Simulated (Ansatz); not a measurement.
CdS in the NiAs structure (r2SCAN geometry), in Ansatz:

Space group P6_3/mmc (No. 194). a = 3.841 Å, b = 3.841 Å, c = 6.445 Å, α = 90.00°, β = 90.00°, γ = 120.00°
```
atom  site  symmetry       x       y       z
  Cd    2a      -3m.  0.0000  0.0000  0.0000
   S    2c      -6m2  0.3333  0.6667  0.2500
```

G0W0@PBE with 309 empty bands, a screening cutoff of 140 eV and a 6×6×2 mesh (PAW, contour deformation) gives 1.259 eV over the mesh points, from a PBE gap of 0.638 eV; it sums over 335 bands with 313 plane waves in the screening and a wave cutoff of 420 eV. No extrapolation in bands, cutoff or mesh was made for G0W0. The cell comes from a prototype generator: it can be a known phase or a hypothetical one. Spin polarisation is off.

(1) Estimate the gap with mesh 6×6×4, empty bands 133, screening cutoff 80 eV.

(2) Another run gave a Kohn-Sham gap of 0.638 eV and a G0W0 gap of 1.235 eV, summing over 159 bands with 135 plane waves in the screening and a wave cutoff of 420 eV. What was changed?

## Answers

(1) 1.240 eV (-0.019 eV), from a Kohn-Sham gap of 0.639 eV.

(2) Empty bands 133, screening cutoff 80 eV. The counts of bands and plane waves show it.

Spin-orbit coupling is left out.

With a shallow d shell on the cation, G0W0 converges slowly in bands and cutoff, so these values are in doubt.
